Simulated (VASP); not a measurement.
Write the native input for VASP 6.6.1 that does the following.

```
Task                   : single point
Functional             : PBEsol
Potentials or basis    : VASP PAW PBE potentials, release 64 (Ti_sv)
Cutoff                 : 900 eV
k mesh                 : 12 × 12 × 14
Occupations            : gaussian, width 0.1 eV
Spin                   : no spin polarisation
Further INCAR settings : ALGO = Normal; EDIFF = 1e-06; NBANDS = 25
```

The structure of Ti lies in POSCAR:

```
Ti
1.0
    4.5115800000      0.0000000000      0.0000000000
   -2.2557900000      3.9071500000      0.0000000000
    0.0000000000      0.0000000000      2.7980500000
Ti
3
Direct
    1.0000000000      1.0000000000      0.0000000000
    0.3333300000      0.6666700000      0.5000000000
    0.6666700000      0.3333300000      0.5000000000
```

This isn't the form of Ti at room conditions, which is hcp.

One way to write it, as run:

INCAR

```
PREC     = Accurate       # precision mode
ENCUT    = 900            # plane-wave cutoff, eV
EDIFF    = 1E-6           # SCF threshold, eV
ISMEAR   = 0              # smearing method
SIGMA    = 0.1            # smearing width, eV
LREAL    = False          # projectors in reciprocal space
LASPH    = True           # aspherical terms in the spheres
NELM     = 80             # most SCF steps
ALGO     = Normal         # electronic algorithm
ISIF     = 2              # what is computed and relaxed
LWAVE    = False          # write WAVECAR
LCHARG   = False          # write CHGCAR
GGA      = PS             # functional
NBANDS   = 25             # bands
```

KPOINTS

```
Automatic mesh
0
Gamma
  12 12 14
```

Potentials or basis: VASP PAW PBE potentials, release 64 (Ti_sv).

Run with:

```sh
$ cat potpaw_PBE.64/Ti_sv/POTCAR > POTCAR
$ mpirun -np 1 vasp_std > vasp.out
```

Results of the run:

The pressure is 0.0 GPa. The band gap on the k mesh is none (metal or under the smearing width).

Caveat: the PAW data sets were made with another functional, which shifts forces and pressure a little.

It took 13 min on 1 thread of AMD EPYC 9R14 (Zen 4), with other jobs on the host, peak memory 0.74 GiB.
